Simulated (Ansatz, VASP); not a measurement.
# CuO: VASP beside Ansatz

Contents of INCAR:

```
PREC = Accurate
ENCUT = 520
EDIFF = 1E-7
ISMEAR = -1
SIGMA = 0.05
LREAL = F
LASPH = T
NELM = 80
ALGO = Normal
ISIF = 2
LWAVE = F
LCHARG = F
GGA = PE
NBANDS = 16
```

File KPOINTS:

```
regular mesh
0
Gamma
  10 10 10
```

POSCAR

```
CuO
1.0
    2.5180524539      0.0000000000      0.0000000000
    0.0000000000      2.5180524539      0.0000000000
    0.0000000000      0.0000000000      2.5180524539
Cu O
1 1
Direct
    0.0000000000      0.0000000000      0.0000000000
    0.5000000000      0.5000000000      0.5000000000
```

File input.yaml:

```yaml
crystal:
  lattice:
    - [2.5180524539, 0.0, 0.0]
    - [0.0, 2.5180524539, 0.0]
    - [0.0, 0.0, 2.5180524539]
  atoms:
    - { symbol: Cu, position: [0.0, 0.0, 0.0] }
    - { symbol: O, position: [0.5, 0.5, 0.5] }
kpoints:
  mp_grid: { grid: [10, 10, 10] }
scf:
  occupations: { method: fermi_dirac, width: 0.05 }
hamiltonian:
  xc: pbe
  pseudopotentials: { kind: all_electron, lapw: { basis_error: 0.0005 } }
output:
  forces: true
  stress: true
  eigenvalues: true
```

Change from the starting cell: volume scaled by 0.96.

Alike in both runs: task single point; functional PBE; k mesh 10 × 10 × 10; occupations fermi-dirac, width 0.05 eV; no spin polarisation.

```csv
,VASP,Ansatz
version,VASP 6.6.1,Ansatz 0.2.0
potentials or method,"VASP PAW PBE potentials, release 64 (Cu, O)","all-electron LAPW, scalar-relativistic"
plane-wave cutoff (eV),520,see its input
```

VASP gave:

| Item | Value |
| --- | --- |
| gap on the k mesh at the Fermi level (eV) | none |
| pressure (GPa) | 33.0 |

Problem. What did Ansatz give for the same quantities?

Solution. gap on the k mesh at the Fermi level (eV): none; pressure (GPa): 32.6.

A gap of «none» marks a metal or a gap that the smearing closes. Ansatz ran all-electron here, so the differences hold the error of VASP's frozen core and of both bases.

Caveats: an odd number of electrons without spin polarisation forces a metal; a magnetic or distorted state may lie lower; the run has no spin polarisation, though such a crystal can be magnetic; semilocal functionals often make such compounds metallic where correlation or magnetic order opens a gap, which also shifts bond lengths; so large a pressure means that the cell lies far from this level's equilibrium, or that cutoff or potentials fall short (VASP).
